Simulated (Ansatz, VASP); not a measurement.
**Two plane-wave programs on BN**

```xyz
4
Lattice="2.5541 0.0000 0.0000 -1.2770 2.1252 0.0000 0.0000 0.0000 6.6612" Properties=species:S:1:pos:R:3 pbc="T T T"
B     0.0000    1.4168    1.6653
B     1.2770    0.7084    4.9959
N     0.0000    1.4168    4.9959
N     1.2770    0.7084    1.6653
```

Change from the starting cell: strain +0.0200 x Voigt [1, -1, 0, 0, 0, 0], atoms carried along.

Alike in both runs: task single point; functional PBEsol; k mesh 12 × 12 × 4; occupations gaussian, width 0.05 eV; no spin polarisation.

```csv
,VASP,Ansatz
version,VASP 6.6.1,Ansatz 0.2.0
potentials or method,"VASP PAW PBE potentials, release 64 (B, N)","scalar-relativistic, plane waves, PAW"
plane-wave cutoff (eV),520,420
valence electrons in the cell,16,16
```

Ansatz gave:

```
gap on the k mesh at the Fermi level (eV)       : 4.05
least direct gap on the mesh (eV)               : 4.60
pressure (GPa)                                  : 0.9
largest component of the traceless stress (GPa) : 14.96
rms of the force components (eV/Å)              : 0.332
```

Question: What did VASP give for the same quantities?

Answer: gap on the k mesh at the Fermi level (eV): 4.04; least direct gap on the mesh (eV): 4.59; pressure (GPa): 1.2; largest component of the traceless stress (GPa): 15.24; rms of the force components (eV/Å): 0.334.

Atom by atom the forces differ by 0.002 eV/Å (rms over components). The functional is the same, so the differences come from potentials, cutoffs and numerics.

Caveats: the PAW data sets were made with another functional, which shifts forces and pressure a little (VASP); this functional lacks dispersion, which binds the layers, so the pressure and a relaxed spacing across them are unreliable. A k mesh can miss the band edges.
